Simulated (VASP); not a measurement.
# Si (P6/mmm) in VASP: further runs, part 2 of 3

VASP 6.6.1.

**3. Single point, r2SCAN50**

The input, POSCAR:

```
Si
2.6205
    1.000016338447      0.000000000000      0.000000000000
   -0.500008169243      0.866039553291      0.000000000000
    0.000000000000      0.000000000000      0.941177023469
Si
1
Direct
    0.0000000000      0.0000000000      0.0000000000
```

The input, INCAR.step1:

```
SYSTEM = Si
ALGO = Normal
EDIFF = 1E-5
ENCUT = 500
GGA = PE
ISIF = 2
ISMEAR = 0
LASPH = .True.
LCHARG = .False.
LREAL = .False.
LWAVE = .True.
NBANDS = 8
NELM = 100
PREC = Accurate
SIGMA = 0.01
```

The input, INCAR.step2:

```
SYSTEM = Si
AEXX = 0.5
ALGO = Normal
EDIFF = 1E-6
ENCUT = 500
HFRCUT = -1
ISIF = 2
ISMEAR = 0
ISTART = 1
LASPH = .True.
LCHARG = .False.
LHFCALC = .True.
LMIXTAU = .True.
LREAL = .False.
LWAVE = .False.
METAGGA = R2SCAN
NBANDS = 8
NELM = 100
PREC = Accurate
PRECFOCK = Fast
SIGMA = 0.01
```

The input, KPOINTS:

```
k-points
0
Gamma
  6 6 6
  0 0 0
```

Potentials or basis: VASP PAW PBE potentials, release 54 (Si).

Run with:

```console
$ cat potpaw_PBE.54/Si/POTCAR > POTCAR
$ cp INCAR.step1 INCAR
$ mpirun -np 1 vasp_std > vasp.out
$ cp INCAR.step2 INCAR
$ mpirun -np 1 vasp_std > vasp.out
```

OUTCAR:

```text
SYSTEM = Si
   AEXX = 0.5
   EDIFF = 1E-6
   ENCUT = 500
   ISIF = 2
   ISMEAR = 0
   ISTART = 1
   LASPH = .True.
   LHFCALC = .True.
   LREAL = .False.
   METAGGA = R2SCAN
   NELM = 100
   PREC = Accurate
   PRECFOCK = Fast

 ion  position               nearest neighbor table
   1  0.000  0.000  0.000-

  LATTYP: Found a hexagonal cell.
 ALAT       =     2.6205428149
 C/A-ratio  =     0.9411616463

  Lattice vectors:

 A1 = (   2.6205428149,   0.0000000000,   0.0000000000)
 A2 = (  -1.3102714075,   2.2694566494,   0.0000000000)
 A3 = (   0.0000000000,   0.0000000000,   2.4663543900)

Analysis of symmetry for initial positions (statically):
=====================================================================
 Subroutine PRICEL returns:
 Original cell was already a primitive cell.

 Routine SETGRP: Setting up the symmetry group for a
 hexagonal supercell.

 Subroutine GETGRP returns: Found 24 space group operations
 (whereof 24 operations were pure point group operations)
 out of a pool of 24 trial point group operations.

The static configuration has the point symmetry D_6h.

Analysis of symmetry for dynamics (positions and initial velocities):
=====================================================================
 Subroutine PRICEL returns:
 Original cell was already a primitive cell.

 Routine SETGRP: Setting up the symmetry group for a
 hexagonal supercell.

 Subroutine GETGRP returns: Found 24 space group operations
 (whereof 24 operations were pure point group operations)
 out of a pool of 24 trial point group operations.

The dynamic configuration has the point symmetry D_6h.

 Subroutine INISYM returns: Found 24 space group operations
 (whereof 24 operations are pure point group operations),
 and found     1 'primitive' translations

----------------------------------------------------------------------------------------

                                     Primitive cell

  volume of cell :      14.6679

  direct lattice vectors                    reciprocal lattice vectors
     2.620542815  0.000000000  0.000000000     0.381600329  0.220317053  0.000000000
    -1.310271408  2.269456649  0.000000000     0.000000000  0.440634105  0.000000000
     0.000000000  0.000000000  2.466354390     0.000000000  0.000000000  0.405456736

  length of vectors
     2.620542815  2.620542815  2.466354390     0.440634105  0.440634105  0.405456736

  position of ions in fractional coordinates (direct lattice)
     0.000000000  0.000000000  0.000000000

  ion indices of the primitive-cell ions
   primitive index   ion index
                 1           1

----------------------------------------------------------------------------------------

 KPOINTS: k-points

Automatic generation of k-mesh.
 Grid dimensions read from file:
 generate k-points for:    6    6    6

 Generating k-lattice:

  Cartesian coordinates                     Fractional coordinates (reciprocal lattice)
     0.063600055  0.036719509  0.000000000     0.166666667 -0.000000000  0.000000000
     0.000000000  0.073439018  0.000000000     0.000000000  0.166666667  0.000000000
     0.000000000  0.000000000  0.067576123     0.000000000  0.000000000  0.166666667

  Length of vectors
     0.073439018  0.073439018  0.067576123

[... 37 lines left out ...]
   total plane-waves  NPLWV =   7200
   dimension x,y,z NGX =    20 NGY =   20 NGZ =   18
   dimension x,y,z NGXF=    40 NGYF=   40 NGZF=   36
   ions per type =               1
   NGX,Y,Z   is equivalent  to a cutoff of  12.69, 12.69, 12.13 a.u.
   NGXF,Y,Z  is equivalent  to a cutoff of  25.38, 25.38, 24.27 a.u.
 SYSTEM =  Si
   PREC   = accura    normal or accurate (medium, high low for compatibility)
   ISTART =      1    job   : 0-new  1-cont  2-samecut
   ICHARG =      0    charge: 1-file 2-atom 10-const
   ISPIN  =      1    spin polarized calculation?
   LNONCOLLINEAR =      F non collinear calculations
   LSORBIT =      F    spin-orbit coupling
   LASPH  =      T    aspherical Exc in radial PAW
   ENCUT  =  500.0 eV  36.75 Ry    6.06 a.u.   4.78  4.78  4.50*2*pi/ulx,y,z
   NELM   =    100;   NELMIN=  2; NELMDL=  0     # of ELM steps
   EDIFF  = 0.1E-05   stopping-criterion for ELM
   LREAL  =      F    real-space projection
   EDIFFG = 0.1E-04   stopping-criterion for IOM
   NSW    =      0    number of steps for IOM
   IBRION =     -1    ionic relax: 0-MD 1-quasi-New 2-CG
   NFREE  =      0    steps in history (QN), initial steepest desc. (CG)
   ISIF   =      2    stress and relaxation
   ISYM   =      3    0-nonsym 1-usesym 2-fastsym
   POTIM  = 0.5000    time-step for ionic-motion
   TEBEG  =    0.0;   TEEND  =   0.0 temperature during run
   PSTRESS=    0.0 pullay stress
   NELECT =       4.0000    total number of electrons
   NUPDOWN=      -1.0000    fix difference up-down
   EMIN   =  10.00;   EMAX   =-10.00  energy-range for DOS
   EFERMI =   0.00;   METHOD = LEGACY
   ISMEAR =     0;   SIGMA  =   0.01  broadening in eV -4-tet -1-fermi 0-gaus
   EFERMI_NEDOS =   21; number of points for ismear=-14 and -15
   IALGO  =     38    algorithm
   IMIX   =      1    mixing-type and parameters
     AMIX     =   0.40;   BMIX     =  1.00
     AMIX_MAG =   1.60;   BMIX_MAG =  1.00
  volume/ion in A,a.u.               =      14.67        98.98
  Fermi-wavevector in a.u.,A,eV,Ry     =   1.061627  2.006184 15.334472  1.127052
  Thomas-Fermi vector in A             =   2.197050
   LORBIT       =      0    0 simple, 1 ext, 2 COOP (PROOUT), +10 PAW based schemes
   METAGGA = R2SCAN    functional components
   LHFCALC =     T    Hartree Fock is set to
   PRECFOCK=fast      Normal, Fast or Accurate (Low or Medium for compatibility)
   ENCUT4O =  -1.0   cutoff for four orbital integrals eV
   NKREDX  =     1    reduce k-point grid by
   NKREDY  =     1    reduce k-point grid by
   NKREDZ  =     1    reduce k-point grid by
   AEXX    =    0.5000 exact exchange contribution
   HFSCREEN=    0.0000 screening length (either q_TF or 0.3 A-1)
   HFSCREENC=   0.0000 screening length for correlation (either q_TF or 0.3 A-1)
   ENCUTFOCK=  -1.0 apply spherical cutoff to Coloumb kernel
   IVDW    =     0    specifies the selected vdW correction
   LEPSILON=     F    determine dielectric tensor
   LRPA    =     F    only Hartree local field effects (RPA)
 non-spin polarized calculation
 Gauss-broadening in eV      SIGMA  =   0.01
  energy-cutoff  :      500.00
  volume of cell :       14.67
 maximum number of plane-waves:       393
 NGX is ok and might be reduce to    20
  NGX = 12; NGY = 12; NGZ = 12

 number of electron       4.0000000 magnetization

 Free energy of the ion-electron system (eV)
  ---------------------------------------------------
  ext. energy  EPLUGINS =         0.00000000
  ---------------------------------------------------
  free energy    TOTEN  =        -9.22306568 eV

  energy without entropy =       -9.22306568  energy(sigma->0) =       -9.22306568

 E-fermi :   9.8452     XC(G=0):  -6.4306

 val. band max:        9.7633882692   @ k =   0.3333   0.1667   0.5000
 cond. band min:      11.2576192317   @ k =   0.3333   0.1667   0.1667
 fundamental gap:      1.4942309625
 Fermi energy:         9.8451858083

 k-point     1 :       0.0000    0.0000    0.0000
  band No.  band energies     occupation
      1      -9.4079      2.00000
      2      19.7033      0.00000
      3      20.0958      0.00000
      4      23.0503      0.00000
      5      23.0503      0.00000
      6      25.0291      0.00000
      7      25.0291      0.00000
      8      30.2163      0.00000
[... 243 lines left out ...]
 k-point    24 :       0.3333    0.0000    0.5000
  band No.  band energies     occupation
      1       0.7983      2.00000
      2       2.9396      2.00000
      3      13.6519      0.00000
      4      16.7700      0.00000
      5      22.1512      0.00000
      6      25.8842      0.00000
      7      25.9985      0.00000
      8      29.4639      0.00000

 [... further k-points ...]

------------------------ aborting loop because EDIFF is reached ----------------------------------------

  FORCE on cell =-STRESS in cart. coord.  units (eV):
  Direction    XX          YY          ZZ          XY          YZ          ZX
  --------------------------------------------------------------------------------------
  -------------------------------------------------------------------------------------
  Total       -0.3292719     -0.3292719      0.3331339      0.0000000     -0.0000000      0.0000000
  in kB      -35.9663676    -35.9663676     36.3882119      0.0000000     -0.0000000      0.0000000
  external PRESSURE =     -11.8481744 kB  Pullay stress =       0.0000000 kB

 VOLUME and BASIS-vectors are now :
 -----------------------------------------------------------------------------
  energy-cutoff  :      500.00
  volume of cell :       14.67
      direct lattice vectors                 reciprocal lattice vectors
     2.620542815  0.000000000  0.000000000     0.381600329  0.220317053  0.000000000
    -1.310271408  2.269456649  0.000000000     0.000000000  0.440634105  0.000000000
     0.000000000  0.000000000  2.466354390     0.000000000  0.000000000  0.405456736

 POSITION                                       TOTAL-FORCE (eV/Angst)
 -----------------------------------------------------------------------------------
      0.00000      0.00000      0.00000         0.000000      0.000000      0.000000
 -----------------------------------------------------------------------------------
    total drift:                                0.000000      0.000000      0.000000

  FREE ENERGIE OF THE ION-ELECTRON SYSTEM (eV)
  ---------------------------------------------------
  free  energy   TOTEN  =        -9.2230656816 eV

  energy  without entropy=       -9.2230656816  energy(sigma->0) =       -9.22306568
```

Wall time 93 s (1 thread of AMD EPYC 7R13 (Zen 3), shared host); peak memory 0.09 GiB.

What came out:

```yaml
Free_energy: -9.2231 eV
Pressure: -1.2 GPa
Band_gap_on_the_k_mesh: none (metal or under the smearing width)
```

Caveat: the k mesh is coarse (spacing up to 0.46 Å⁻¹), so the values aren't converged, least of all with exact exchange; the PAW data sets were made with another functional, which shifts forces and pressure a little.

[end of part 2 of 3]
